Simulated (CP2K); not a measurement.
W in CP2K: the effect of functional

Crystal: W.

```
W
1.0
     2.74070    0.00000    0.00000
    -0.91357    2.58396    0.00000
    -0.91357   -1.29198    2.23777
W
1
Direct
  0.00000 0.00000 0.00000
```

Alike in all runs:

| Item | Value |
| --- | --- |
| Program | CP2K 2026.2 |
| Task | relaxation of cell and atoms |
| Potentials or basis | POTENTIAL_UZH W GTH-PBE-q14; TZVP-MOLOPT-PBE-GTH basis |
| Density cutoff | 9184 eV |
| k mesh | 9 × 9 × 9 |
| Occupations | fermi-dirac, width 0.05 eV |
| Spin | no spin polarisation |

Each run relaxes the cell or the atoms first.

One run gave: relaxed volume 15.49 Å³/atom. Which functional did it use?
A. PBEsol
B. LDA
C. WC

B.

| functional | relaxed volume (Å³/atom) |
| --- | --- |
| LDA | 15.49 |
| PBEsol | 15.65 |
| WC | 15.74 |

Caveats: the potentials were made for another functional, which shifts forces and pressure; the basis of atomic orbitals isn't converged, which shifts pressures, moduli and gaps; the real-space grid breaks the cell's symmetry a little.

Runs at the PBE level aren't shown here.
